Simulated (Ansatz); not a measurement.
Ag:

```
CELL_PARAMETERS angstrom
-1.65565 1.65565 1.65565
1.65565 -1.65565 1.65565
1.65565 1.65565 -1.65565
ATOMIC_POSITIONS crystal
Ag 0.00000 0.00000 0.00000
```

This isn't the form of Ag at room conditions, which is fcc.

```yaml
Program: Ansatz 0.2.0
Task: relaxation of cell and atoms
Functional: PBEsol
Potentials_or_basis: Ansatz PAW
Cutoff: "420 eV (not typed: the program's choice for these potentials)"
k_mesh: 11 × 11 × 11
Occupations: fermi-dirac, width 0.05 eV
Spin: no spin polarisation
```

At the start: volume 18.15 Å³/atom.

Task: Where does the relaxation end?

Result: It ends after 6 steps and the volume is 16.79 Å³/atom (-7.5 %); space group Im-3m (No. 229, to 0.05 Å).

Step by step:
```
step  energy change (eV)  largest force (eV/Å)  volume (Å³)
   1              0.0000                0.0000        18.15
   2             -0.0031                0.0000        15.67
   3             -0.0332                0.0000        16.99
   4             -0.0342                0.0000        16.82
   5             -0.0342                0.0000        16.79
   6             -0.0338                0.0000        16.79
```

Final structure:
```yaml
crystal:
  lattice:
    - [-1.61302, 1.61302, 1.61302]
    - [1.61302, -1.61302, 1.61302]
    - [1.61302, 1.61302, -1.61302]
  atoms:
    - { symbol: Ag, position: [0.00000, 0.00000, 0.00000] }
```

Caveat: the plane-wave basis is chosen anew once the cell has moved, so the energies of steps on either side of that aren't comparable; the PAW data sets come from PBE, with cores solved anew for the run's functional, which leaves a small shift of forces and pressure.
